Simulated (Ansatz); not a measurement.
**Te2Pt (Moncheite) in Ansatz: the effect of Hubbard term**

Te2Pt (Moncheite):

```
CELL_PARAMETERS angstrom
4.01000 0.00000 0.00000
-2.00500 3.47276 0.00000
0.00000 0.00000 5.20100
ATOMIC_POSITIONS crystal
Pt 0.00000 0.00000 0.00000
Te 0.66667 0.33333 0.75000
Te 0.33333 0.66667 0.25000
```

Alike in all runs:

| Item | Value |
| --- | --- |
| Program | Ansatz 0.2.0 |
| Task | density of states |
| Functional | PBEsol |
| Potentials or basis | all-electron LAPW, scalar-relativistic |
| Cutoff | 271 eV (chosen from the basis error) |
| Basis error allowed | 0.002 eV/atom |
| k mesh | 8 × 8 × 5 |
| Occupations | fermi-dirac, width 0.05 eV |
| Spin | no spin polarisation |

```tsv
Hubbard term	pressure (GPa)	largest force (eV/Å)
none	4.1	0.74
Pt d U = 2 eV	4.0	0.76
Pt d U = 4 eV	4.1	0.78
Pt d U = 6 eV	?	?
Pt d U = 8 eV	4.4	0.89
```

Task: What does the run with Hubbard term Pt d U = 6 eV give?

Result: Pressure 4.2 GPa; largest force 0.83 eV/Å.

Worked out: A parabola through the other rows of the pressure, of slope 0.083 GPa per eV there, gives 4.2 GPa, against the run's 4.2. A parabola through the other rows of the largest force, of slope 0.0264 eV/Å per eV there, gives 0.83 eV/Å, against the run's 0.83.

Caveats: the density of states is complete only up to the lowest level of the last band computed; U is the effective U less J, on atomic orbitals that reach past the spheres (some runs); U without spin polarisation on a metal has little footing (some runs); the U is typed as a test and isn't derived for this compound (some runs).
